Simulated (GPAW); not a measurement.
# GaP (F-43m) in GPAW: settings compared, part 3 of 4

GPAW 26.7.0.

## (4) Band structure, RPBE, spin-orbit coupling, no magnetisation

File run.py:

```python
import numpy as np
import spglib
from ase import Atoms
from ase.dft.bandgap import bandgap
from ase.io import read, write
from ase.units import GPa
from gpaw import GPAW, PW
from gpaw.spinorbit import soc_eigenstates

atoms = read('GaP.cif')
cell, positions, numbers = spglib.find_primitive(
    (atoms.cell[:], atoms.get_scaled_positions(), atoms.numbers), symprec=1e-4)
atoms = Atoms(numbers, cell=cell, scaled_positions=positions, pbc=True)

calc = GPAW(mode=PW(600),
            xc='RPBE',
            kpts={'size': (8, 8, 8), 'gamma': True},
            occupations={'name': 'fermi-dirac', 'width': 0.05},
            nbands=11,
            convergence={'density': 1e-05, 'energy': 1e-05},
            maxiter=150,
            txt='gpaw.txt')
atoms.calc = calc
energy = atoms.get_potential_energy()
forces = atoms.get_forces()
stress = atoms.get_stress()
calc.write('gs.gpw')
write('result.traj', atoms)
print(f'Energy: {energy:.6f} eV')
print('Forces (eV/A):')
print(forces.round(4))
print('Stress (GPa):', (stress / GPa).round(3))
print('Fermi level:', round(calc.get_fermi_level(), 4), 'eV')
print(f'Gap: {bandgap(calc)[0]:.4f} eV, direct: {bandgap(calc, direct=True)[0]:.4f} eV')

path = atoms.cell.bandpath('GXWKGLUWLK,UX', npoints=100, eps=1e-4)
bs_calc = calc.fixed_density(kpts=path, symmetry='off', nbands=21,
                             convergence={'bands': 'CBM+6.0', 'eigenstates': 1e-6}, txt='bands.txt')
bs = bs_calc.band_structure()
bs.write('bs.json')
print(f'Gap on the path: {bandgap(bs_calc)[0]:.4f} eV')

soc = soc_eigenstates(bs_calc, theta=54.7, phi=45)
np.savetxt('soc_bands.dat', soc.eigenvalues(), fmt='%.4f')
mesh = soc_eigenstates('gs.gpw', theta=54.7, phi=45)
np.savetxt('soc_mesh.dat', mesh.eigenvalues(), fmt='%.4f')
print('Fermi level with spin-orbit coupling:', round(mesh.fermi_level, 4), 'eV')
```

File GaP.cif:

```cif
data_GaP
_cell_length_a 5.45050000
_cell_length_b 5.45050000
_cell_length_c 5.45050000
_cell_angle_alpha 90.00000000
_cell_angle_beta 90.00000000
_cell_angle_gamma 90.00000000
_space_group_name_H-M_alt 'F-43m'
_space_group_name_Hall 'F -4 2 3'
_space_group_IT_number 216
loop_
_space_group_symop_operation_xyz
'x,y,z'
'y,-x,-z'
'-x,-y,z'
'-y,x,-z'
'x,-y,-z'
'y,x,z'
'-x,y,-z'
'-y,-x,z'
'z,x,y'
'-z,y,-x'
'z,-x,-y'
'-z,-y,x'
'-z,x,-y'
'z,y,x'
'-z,-x,y'
'z,-y,-x'
'y,z,x'
'-x,-z,y'
'-y,z,-x'
'x,-z,-y'
'-y,-z,x'
'x,z,y'
'y,-z,-x'
'-x,z,-y'
'x,y+1/2,z+1/2'
'y,-x+1/2,-z+1/2'
'-x,-y+1/2,z+1/2'
'-y,x+1/2,-z+1/2'
'x,-y+1/2,-z+1/2'
'y,x+1/2,z+1/2'
'-x,y+1/2,-z+1/2'
'-y,-x+1/2,z+1/2'
'z,x+1/2,y+1/2'
'-z,y+1/2,-x+1/2'
'z,-x+1/2,-y+1/2'
'-z,-y+1/2,x+1/2'
'-z,x+1/2,-y+1/2'
'z,y+1/2,x+1/2'
'-z,-x+1/2,y+1/2'
'z,-y+1/2,-x+1/2'
'y,z+1/2,x+1/2'
'-x,-z+1/2,y+1/2'
'-y,z+1/2,-x+1/2'
'x,-z+1/2,-y+1/2'
'-y,-z+1/2,x+1/2'
'x,z+1/2,y+1/2'
'y,-z+1/2,-x+1/2'
'-x,z+1/2,-y+1/2'
'x+1/2,y,z+1/2'
'y+1/2,-x,-z+1/2'
'-x+1/2,-y,z+1/2'
'-y+1/2,x,-z+1/2'
'x+1/2,-y,-z+1/2'
'y+1/2,x,z+1/2'
'-x+1/2,y,-z+1/2'
'-y+1/2,-x,z+1/2'
'z+1/2,x,y+1/2'
'-z+1/2,y,-x+1/2'
'z+1/2,-x,-y+1/2'
'-z+1/2,-y,x+1/2'
'-z+1/2,x,-y+1/2'
'z+1/2,y,x+1/2'
'-z+1/2,-x,y+1/2'
'z+1/2,-y,-x+1/2'
'y+1/2,z,x+1/2'
'-x+1/2,-z,y+1/2'
'-y+1/2,z,-x+1/2'
'x+1/2,-z,-y+1/2'
'-y+1/2,-z,x+1/2'
'x+1/2,z,y+1/2'
'y+1/2,-z,-x+1/2'
'-x+1/2,z,-y+1/2'
'x+1/2,y+1/2,z'
'y+1/2,-x+1/2,-z'
'-x+1/2,-y+1/2,z'
'-y+1/2,x+1/2,-z'
'x+1/2,-y+1/2,-z'
'y+1/2,x+1/2,z'
'-x+1/2,y+1/2,-z'
'-y+1/2,-x+1/2,z'
'z+1/2,x+1/2,y'
'-z+1/2,y+1/2,-x'
'z+1/2,-x+1/2,-y'
'-z+1/2,-y+1/2,x'
'-z+1/2,x+1/2,-y'
'z+1/2,y+1/2,x'
'-z+1/2,-x+1/2,y'
'z+1/2,-y+1/2,-x'
'y+1/2,z+1/2,x'
'-x+1/2,-z+1/2,y'
'-y+1/2,z+1/2,-x'
'x+1/2,-z+1/2,-y'
'-y+1/2,-z+1/2,x'
'x+1/2,z+1/2,y'
'y+1/2,-z+1/2,-x'
'-x+1/2,z+1/2,-y'
loop_
_atom_site_label
_atom_site_type_symbol
_atom_site_symmetry_multiplicity
_atom_site_Wyckoff_symbol
_atom_site_fract_x
_atom_site_fract_y
_atom_site_fract_z
_atom_site_occupancy
Ga1 Ga 4 a 0.0000000000 0.0000000000 0.0000000000 1
P1 P 4 c 0.2500000000 0.2500000000 0.2500000000 1
```

Potentials or basis: the program's PAW data sets (release 1.2.1) made for this functional, pw.

On the command line:

```console
OMP_NUM_THREADS=1 python run.py
```

gpaw.txt:

```text
__  _  _
 | _ |_)|_||  |
 |__||  | ||/\| - 26.7.0

Input parameters:
  mode=PW(ecut=600.0),
  convergence={'density': 1e-05, 'energy': 1e-05},
  kpts=MonkhorstPack(size=(8, 8, 8), gamma=True),
  maxiter=150,
  nbands=11,
  occupations=Occupations(name='fermi-dirac', width=0.05),
  xc=XC(name='RPBE')

Diagonalizing LCAO Hamiltonian
Converting LCAO to pw mode

           P

       Ga

Atoms  # Å, Bohr magnetons
|   | symbol |        x |        y |        z |    initial magnetic moments |
|---|--------|----------|----------|----------|-----------------------------|
| 0 |     Ga | 0.000000 | 0.000000 | 0.000000 | ( 0.0000,  0.0000,  0.0000) |
| 1 |      P | 1.362625 | 1.362625 | 1.362625 | ( 0.0000,  0.0000,  0.0000) |

Unit cell  # Å
| periodic |        x |        y |        z |  lengths |    angles |
|----------|----------|----------|----------|----------|-----------|
|      yes | 0.000000 | 2.725250 | 2.725250 | 3.854086 | 60.000000 |
|      yes | 2.725250 | 0.000000 | 2.725250 | 3.854086 | 60.000000 |
|      yes | 2.725250 | 2.725250 | 0.000000 | 3.854086 | 60.000000 |

Number of symmetries: 24
Symmetry operations  # r_c * U_cc + t_c -> r_c
|    | kind |            matrix            |
|----|------|------------------------------|
|  0 |  E   |  1, 0, 0,  0, 1, 0,  0, 0, 1 |
|  1 |  σ   |  1, 0, 0,  0, 0, 1,  0, 1, 0 |
|  2 |  σ   |  1, 0,-1,  0, 1,-1,  0, 0,-1 |
|  3 |  C3  |  1, 0,-1,  0, 0,-1,  0, 1,-1 |
|  4 |  C3  |  1,-1, 0,  0,-1, 1,  0,-1, 0 |
|  5 |  σ   |  1,-1, 0,  0,-1, 0,  0,-1, 1 |
|  6 |  σ   |  0, 1, 0,  1, 0, 0,  0, 0, 1 |
|  7 |  C3  |  0, 1, 0,  0, 0, 1,  1, 0, 0 |
|  8 |  C2  |  0, 1,-1,  1, 0,-1,  0, 0,-1 |
|  9 |  S4  |  0, 1,-1,  0, 0,-1,  1, 0,-1 |
| 10 |  C3  |  0, 0, 1,  1, 0, 0,  0, 1, 0 |
| 11 |  σ   |  0, 0, 1,  0, 1, 0,  1, 0, 0 |
| 12 |  S4  |  0, 0,-1,  1, 0,-1,  0, 1,-1 |
| 13 |  C3  |  0, 0,-1,  0, 1,-1,  1, 0,-1 |
| 14 |  S4  |  0,-1, 1,  1,-1, 0,  0,-1, 0 |
| 15 |  C2  |  0,-1, 1,  0,-1, 0,  1,-1, 0 |
| 16 |  C3  |  0,-1, 0,  1,-1, 0,  0,-1, 1 |
| 17 |  S4  |  0,-1, 0,  0,-1, 1,  1,-1, 0 |
| 18 |  S4  | -1, 1, 0, -1, 0, 1, -1, 0, 0 |
| 19 |  C3  | -1, 1, 0, -1, 0, 0, -1, 0, 1 |
| 20 |  C3  | -1, 0, 1, -1, 1, 0, -1, 0, 0 |
| 21 |  S4  | -1, 0, 1, -1, 0, 0, -1, 1, 0 |
| 22 |  σ   | -1, 0, 0, -1, 1, 0, -1, 0, 1 |
| 23 |  C2  | -1, 0, 0, -1, 0, 1, -1, 1, 0 |

BZ-sampling:
  Number of BZ points: 512
  Number of IBZ points: 29

  Monkhorst-Pack size: [8, 8, 8]
  Monkhorst-Pack shift: [0.0625, 0.0625, 0.0625]

K-points  # in reciprocal-cell coordinates
|     |                                coordinates |     weight |
|-----|--------------------------------------------|------------|
|   0 | (  0.00000000,   0.00000000,   0.00000000) | 0.00195312 |
|   1 | (  0.12500000,   0.12500000,   0.00000000) | 0.01171875 |
|   2 | (  0.12500000,   0.12500000,   0.12500000) | 0.01562500 |
|   3 | (  0.25000000,   0.12500000,   0.12500000) | 0.02343750 |
|   4 | (  0.25000000,   0.25000000,   0.00000000) | 0.01171875 |
|   5 | (  0.25000000,   0.25000000,   0.12500000) | 0.04687500 |
|   6 | (  0.25000000,   0.25000000,   0.25000000) | 0.01562500 |
|   7 | (  0.37500000,   0.25000000,  -0.37500000) | 0.04687500 |
|   8 | (  0.37500000,   0.25000000,   0.12500000) | 0.04687500 |
|   9 | (  0.37500000,   0.25000000,   0.25000000) | 0.04687500 |
| ... |                                            |            |
|  28 | (  0.50000000,   0.50000000,   0.50000000) | 0.00781250 |

Plane wave coefficients: 1365
Cutoff: 600.0 eV

Spin-components: 1 (collinear spins)
Bands:           11
Projectors:      10
Spin-degeneracy: 2
Datatype:        complex128

Parallelization:
  kpt:    1
  domain: 1
  band:   1

Density:
  Valence electrons: 8.0
  Components: 1
  Grid points: [24 24 24]
  Charge: 0.0  # |e|

Potential:
  Grid points: [24 24 24]

species:
  Ga:
    name:    Gallium
    Z:       31.0
    valence: 3
    core:    28
    charge:  0.0  # [|e|]
    compensation charges:
      type: gauss
      rc: 0.37  # [Å]
      lmax: 2
    cutoffs:
      filter: 2.06  # [Å]
      core: 4.17  # [Å]
    projectors
    | kind |    occ | energy [eV] | rcut [Å] |
    |------|--------|-------------|----------|
    |   4s |  2.000 |      -8.878 |    1.164 |
    |   4p |  1.000 |      -2.543 |    1.164 |
    |    s |        |      18.334 |    1.164 |
    |    p |        |      24.668 |    1.164 |
    |    d |        |       0.000 |    1.164 |

    Using partial waves for Ga as LCAO basis

  P:
    name:    Phosphorus
    Z:       15.0
    valence: 5
    core:    10
    charge:  0.0  # [|e|]
    compensation charges:
      type: gauss
      rc: 0.30  # [Å]
      lmax: 2
    cutoffs:
      filter: 1.69  # [Å]
      core: 1.81  # [Å]
    projectors
    | kind |    occ | energy [eV] | rcut [Å] |
    |------|--------|-------------|----------|
    |   3s |  2.000 |     -13.955 |    0.953 |
    |   3p |  3.000 |      -5.495 |    0.953 |
    |    s |        |      13.257 |    0.953 |
    |    p |        |      21.717 |    0.953 |
    |    d |        |       0.000 |    0.953 |

    Using partial waves for P as LCAO basis

Reference energy: -62197.110969  # eV

eigensolver:
  PPCG
  Converge bands: occupied
  niter=2

density mixing:
  MSR1-Mixer
  Pratt-step length: 0.05
  Maximum mixing coefficient: 0.75
  Old densities: 10
  SVD Regularization: 0.005
  Good broyden scale: 1.0
  Trust region scale: 1.0
  Backstep threshold: 4.0
  History deletion threshold: 6.0
  Fourier metric: weight=20.0, sigma=0.015

occupation numbers:
  Fermi-Dirac:
    width: 0.0500  # eV

poisson solver:
  ecut: 4800.0  # eV

xc functional:
  name: RPBE with 2 nearest neighbor stencil

convergence criteria:
- Maximum integral of absolute [dens]ity change: 1e-05 electrons / valence electron
- Maximum [total energy] change in last 3 cyles: 1e-05 eV / valence electron
- Maximum integral of absolute [eigenst]ate change: 4e-08 eV^2 / valence electron
maximum number of iterations: 150

SCF iterations
|iter     | |      energy | eigst |  dens |
|---------|-|-------------|-------|-------|
|iter:   1| |   -8.507130 | -0.29 |       |
|iter:   2| |   -8.473479 | -2.35 | -0.83 |
|iter:   3| |   -8.339828 | -1.84 | -0.86 |
|iter:   4| |   -8.344148 | -3.38 | -1.50 |
|iter:   5| |   -8.344955 | -4.18 | -2.00 |
|iter:   6| |   -8.345012 | -5.36 | -2.76 |
|iter:   7| |   -8.345012c| -7.05 | -3.66 |
|iter:   8| |   -8.345012c| -8.47c| -4.30 |
|iter:   9| |   -8.345012c| -8.15c| -5.08c|

Converged in 9 steps
Energy contributions relative to reference atoms: (reference = -62197.110969)

Energy contributions:
  Kinetic:          24.992915
  Coulomb:         -21.815766
  Zero:              0.011322
  External:          0.000000
  Xc:              -11.533483
  Entropy:          -0.000000
  Spinorbit:         0.000000
  ----------------------------
  Free energy:      -8.345012
  Extrapolated:     -8.345012

dipole moment: (-16.885369, -16.885369, -16.885369)  # |e|*Ang

Fermi level: 5.894
Eigenvalues  # (at kpt = [0.000, 0.000, 0.000])
| band index |      eig [eV] | occ [0-2] |
|------------|---------------|-----------|
|          0 |        -7.386 |     2.000 |
|          1 |         5.048 |     2.000 |
|          2 |         5.048 |     2.000 |
|          3 |         5.048 |     2.000 |
|          4 |         7.068 |     0.000 |
|          5 |         9.017 |     0.000 |
|          6 |         9.017 |     0.000 |
|          7 |         9.017 |     0.000 |
|          8 |        14.152 |     0.000 |
|          9 |        14.733 |     0.000 |
|         10 |        14.733 |     0.000 |

Gap: 1.760 eV
Transition (v -> c):
  (s=0, k=0, n=3, [0.00, 0.00, 0.00]) -> (s=0, k=12, n=4, [0.38, 0.38, 0.00])
Direct/indirect transitions are different
Direct gap: 2.020 eV
Transition at: (s=0, k=0, n=3, [0.00, 0.00, 0.00])

Forces  # eV/Ang
|       x |       y |       z |
|---------|---------|---------|
| 0.00000 | 0.00000 | 0.00000 |  # Ga   0
| 0.00000 | 0.00000 | 0.00000 |  # P    1

Stress tensor  # eV/Ang^3
|         x |         y |         z |
|-----------|-----------|-----------|
| -0.041789 | -0.000000 |  0.000000 |
| -0.000000 | -0.041789 |  0.000000 |
|  0.000000 |  0.000000 | -0.041789 |

# Writing to gs.gpw (mode='')
```

Run time: 57 s. Hardware: 1 thread of Arm Neoverse N1, shared host; peak memory 0.26 GiB.

Results:

| Property | Result |
| --- | --- |
| Free energy | -8.3450 eV |
| Pressure | 6.7 GPa |
| Band gap on the k mesh | 1.73 eV, indirect (least direct gap 1.99 eV) |
| Band gap along the path | 1.68 eV, indirect (least direct gap 1.99 eV) |

Levels at the corners of the path, in eV from the valence-band top:
```csv
point,band 5,band 6,band 7,band 8,band 9,band 10,band 11,band 12
Γ,0.00,0.00,0.00,0.00,1.99,1.99,3.83,3.83
X,-2.70,-2.70,-2.67,-2.67,1.74,1.74,1.91,1.91
W,-3.60,-3.58,-3.42,-3.37,4.78,4.78,4.92,4.95
K,-3.94,-3.92,-2.26,-2.26,2.27,2.28,4.88,4.88
Γ,0.00,0.00,0.00,0.00,1.99,1.99,3.83,3.83
L,-1.17,-1.17,-1.10,-1.10,1.79,1.79,4.73,4.73
U,-3.94,-3.92,-2.26,-2.26,2.27,2.28,4.88,4.88
W,-3.60,-3.58,-3.42,-3.37,4.78,4.78,4.92,4.95
L,-1.17,-1.17,-1.10,-1.10,1.79,1.79,4.73,4.73
K,-3.94,-3.92,-2.26,-2.26,2.27,2.28,4.88,4.88
U,-3.94,-3.92,-2.26,-2.26,2.27,2.28,4.88,4.88
X,-2.70,-2.70,-2.67,-2.67,1.74,1.74,1.91,1.91
```

Caveat: spin-orbit coupling was added after a scalar SCF, so levels and gaps hold it while energy, forces, pressure and moments don't; this program's spin-orbit splittings come out too wide for heavy elements.

[end of part 3 of 4]
